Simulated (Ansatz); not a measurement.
# Al3Ru2: the cost of one run

Computed with Ansatz 0.2.0 (DFT PBEsol, scalar-relativistic, plane waves, PAW, unless a step's input says otherwise).

1 further run of the same task is left out (set aside as unsound or not needed).

## 1. The structure to begin with

It takes space group I4/mmm (No. 139, tetragonal). The conventional cell has a = 3.073 Å, b = 3.073 Å, c = 14.252 Å, α = 90.00°, β = 90.00°, γ = 90.00°. Al (site symmetry 4/mmm) has 8 Ru at 2.64 Å and 2 Al at 2.76 Å as nearest neighbours. Al (site symmetry 4mm) is surrounded by 5 Ru at 2.51 to 2.86 Å and 5 Al at 2.70 to 2.76 Å. Ru (site symmetry 4mm) has 9 Al at 2.51 to 2.86 Å as nearest neighbours.

Structure file:

```cif
data_structure
_symmetry_space_group_name_H-M 'P 1'
_symmetry_Int_Tables_number 1
_cell_length_a 7.4499
_cell_length_b 7.4499
_cell_length_c 7.4499
_cell_angle_alpha 156.192
_cell_angle_beta 156.192
_cell_angle_gamma 33.921
_cell_volume 67.31
loop_
_atom_site_label
_atom_site_type_symbol
_atom_site_fract_x
_atom_site_fract_y
_atom_site_fract_z
_atom_site_occupancy
Al1 Al 0.00000 0.00000 0.00000 1
Al2 Al 0.80626 0.80626 0.00000 1
Al3 Al 0.19374 0.19374 0.00000 1
Ru1 Ru 0.60566 0.60566 0.00000 1
Ru2 Ru 0.39434 0.39434 0.00000 1
```

It goes back to an entry of the Materials Project, which need not be the stable form.

It is the result of an earlier relaxation at this level (volume 13.46 Å³/atom; gap on the mesh: none (metal)).

Bulk energy on matching settings, from an earlier run: -2642.0034 eV/atom.

## 2. The (001) slab

Miller indices refer to the conventional cell of the relaxed bulk, I4/mmm (No. 139): a = 3.073 Å, b = 3.073 Å, c = 14.252 Å, α = 90.00°, β = 90.00°, γ = 90.00°.

Cut from the relaxed bulk: a (001) slab, 12.6 Å thick as cut, with 15 Å of vacuum; its outer planes are Al (top) and Al (bottom).

The slab as cut. Layers, bottom to top:

```
plane  atoms per cell  height over the lowest (Å)
    1              Al                        0.00
    2              Ru                        1.26
    3              Al                        2.76
    4              Ru                        4.27
    5              Al                        5.52
    6              Al                        7.13
    7              Ru                        8.38
    8              Al                        9.89
    9              Ru                       11.39
   10              Al                       12.65
```

## 3. Single point on the unrelaxed (001) slab

The cell repeats along c, and a dipole correction in the vacuum removes the field between the copies.

Input file input.yaml:

```yaml
crystal:
  lattice:
    - [3.0733627982, 0.0, 0.0]
    - [0.0, 3.0733627982, 0.0]
    - [0.0, 0.0, 27.6481591142]
  atoms:
    - { symbol: Al, position: [0.5, 0.5, 0.2712658] }
    - { symbol: Ru, position: [0.0, 0.0, 0.3166704545] }
    - { symbol: Al, position: [0.5, 0.5, 0.3711336926] }
    - { symbol: Ru, position: [0.0, 0.0, 0.4255969308] }
    - { symbol: Al, position: [0.5, 0.5, 0.4710015853] }
    - { symbol: Al, position: [0.0, 0.0, 0.5289984147] }
    - { symbol: Ru, position: [0.5, 0.5, 0.5744030692] }
    - { symbol: Al, position: [0.0, 0.0, 0.6288663074] }
    - { symbol: Ru, position: [0.5, 0.5, 0.6833295455] }
    - { symbol: Al, position: [0.0, 0.0, 0.7287342] }
basis:
  ecutwfc: 420
kpoints:
  mp_grid: { grid: [11, 11, 1] }
hamiltonian:
  xc: pbesol
scf:
  occupations: { method: gaussian, width: 0.1 }
output:
  forces: true
  stress: true
  eigenvalues: true
  write_density: true
  write_potential: true
  elf: true
  volumetric_format: npy
efield:
  axis: 3
  dipole_correction: true
  ramp_width: 0.04
```

Started as:

```bash
$ ansatz run input.yaml --threads 1 --pin off --max-ram 2560MiB --backend cpu --events-out ev --progress --plain --runs-dir out
```

What time and memory should one allow on 1 thread of Intel Xeon 6975P-C (Granite Rapids), shared host?

About 18 s, with a peak of 0.57 GiB.
